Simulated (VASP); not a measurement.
A run of VASP 6.6.1 is set up as follows.

File POSCAR:

```
BaS
1.0
    0.0000000000      3.2143926808      3.2143926808
    3.2143926808      0.0000000000      3.2143926808
    3.2143926808      3.2143926808      0.0000000000
Ba S
1 1
Direct
    0.0000000000      0.0000000000      0.0000000000
    0.5000000000      0.5000000000      0.5000000000
```

The input INCAR.step1:

```
  PREC = Accurate
  ENCUT = 520
  ISMEAR = 0
  SIGMA = 0.02
  LREAL = F
  LASPH = T
  NELM = 100
  NBANDS = 15
  GGA = PE
  ALGO = Normal
  EDIFF = 1E-4
  LWAVE = T
  LCHARG = F
```

File INCAR.step2:

```
  PREC = Accurate
  ENCUT = 520
  EDIFF = 1E-6
  ISMEAR = 0
  SIGMA = 0.02
  LREAL = F
  LASPH = T
  NELM = 100
  ALGO = Normal
  ISIF = 2
  LWAVE = F
  LCHARG = T
  METAGGA = R2SCAN
  LMIXTAU = T
  LELF = T
  LVHAR = T
  NBANDS = 15
  ISTART = 1
```

KPOINTS

```
regular mesh
0
Gamma
  8 8 8
```

Potentials or basis: VASP PAW PBE potentials, release 64 (Ba_sv, S).

Command:

```bash
$ cat potpaw_PBE.64/Ba_sv/POTCAR potpaw_PBE.64/S/POTCAR > POTCAR
$ cp INCAR.step1 INCAR
$ mpirun -np 1 vasp_std > vasp.out
$ cp INCAR.step2 INCAR
$ mpirun -np 1 vasp_std > vasp.out
```

(1) What does it give for the pressure?

(2) What does it give for the band gap on the k mesh?

Answers

(1) 0.5 GPa.

(2) 2.50 eV, indirect (least direct gap 2.64 eV).

Caveat: the PAW data sets were made with another functional, which shifts forces and pressure a little; spin-orbit coupling is left out, which moves the levels of the heavy elements.

**The experiment to reproduce.**

A printed reference work, monograph, original work of 1988 reports, for a bulk crystal of BaS at 2 K: band gap 3.806 eV (indirect).

Measured gap of BaS: 3.806 eV (indirect; 2 K; a printed reference work, monograph, original work of 1988). This calculation gives 2.50 eV (-1.31 eV). Spin-orbit coupling on Ba is left out. The value is that of r2SCAN on a finite k mesh, which can miss the band edges, without temperature or zero-point motion.
